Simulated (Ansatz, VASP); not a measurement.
**Two plane-wave programs on AlNi**

```
Al Ni
1.0
     2.88100    0.00000    0.00000
     0.00000    2.88100    0.00000
     0.00000    0.00000    2.88100
Al Ni
1 1
Cartesian
  -0.0650 -0.0650 -0.0650
  1.4405 1.4405 1.4405
```

Change from the starting cell: all Al atoms moved +0.113 Å, as atom 1 towards its neighbour atom 2 (Ni) at 2.495 Å.

Alike in both runs: task single point; functional PBE; k mesh 16 × 16 × 16; occupations gaussian, width 0.15 eV; no spin polarisation.

|  | VASP | Ansatz |
| --- | --- | --- |
| version | VASP 6.6.1 | Ansatz 0.2.0 |
| potentials or method | VASP PAW PBE potentials, release 64 (Al, Ni) | scalar-relativistic, plane waves, PAW |
| plane-wave cutoff (eV) | 520 | 420 |
| valence electrons in the cell | 13 | 21 |

Ansatz gave:

| Property | Result |
| --- | --- |
| gap on the k mesh at the Fermi level (eV) | none |
| pressure (GPa) | 2.9 |
| largest component of the traceless stress (GPa) | 0.62 |
| rms of the force components (eV/Å) | 0.398 |

Question: Which values does VASP return?

Answer: gap on the k mesh at the Fermi level (eV): none; pressure (GPa): 2.8; largest component of the traceless stress (GPa): 0.62; rms of the force components (eV/Å): 0.400.

Atom by atom the forces differ by 0.002 eV/Å (rms over components). A gap of «none» marks a metal or a gap that the smearing closes. The two sets of potentials don't hold the same shells in valence.

Spin polarisation is off, so any magnetic state and its effect on volume and gap are missing.
